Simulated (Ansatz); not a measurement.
## LiF (CsCl type): gap against strain (uniaxial along x, other directions held)

LiF, CsCl type, relaxed with r2SCAN in the PAW code Ansatz, then strained (uniaxial along x, other directions held; changes of length per length, axes as in the cell below) with the atoms relaxed again within the symmetry that is left. It is cubic, Pm-3m (No. 221); a = 2.516 Å in the conventional setting, 7.97 Å³ an atom. Around Li lie 8 F at 2.18 Å; around F lie 8 Li at 2.18 Å. Simulation only: spin-unpolarised, and no claim that this is the phase found in nature.

```yaml
crystal:
  lattice:
    - [2.51626, 0.00000, 0.00000]
    - [0.00000, 2.51626, 0.00000]
    - [0.00000, 0.00000, 2.51626]
  atoms:
    - { symbol: Li, position: [0.00000, 0.00000, 0.00000] }
    - { symbol: F, position: [0.50000, 0.50000, 0.50000] }
```

Gaps are the least over each mesh (PBE 10×10×10, r2SCAN 10×10×10, HSE06 8×8×8 when unstrained) and the special points, which keep their unstrained names; stress is the change from the unstrained cell, compression positive.

```
strain (%)  gap, PBE (eV)  gap, r2SCAN (eV)  gap, HSE06 (eV)  edges, HSE06  stress along the strain, r2SCAN (GPa)  energy rise, r2SCAN (meV/atom)
     -3.87          8.055             9.044           10.321         M → Γ                                 +12.60                            11.7
     -0.85          7.968             8.946           10.207         M → Γ                                  +2.52                             0.5
       0.0          7.935             8.910           10.167         M → Γ                                   0.00                             0.0
     +1.23          7.798             8.769           10.024         M → Γ                                  -3.43                             1.0
     +2.85          7.614             8.580            9.833         M → Γ                                  -7.59                             5.5
```

Between zero and the nearest strains the slope of the HSE06 gap against strain is -0.047 eV per percent for negative and -0.116 for positive strain.

The meshes of the hybrids are coarse, so their gaps aren't converged to the digits shown.
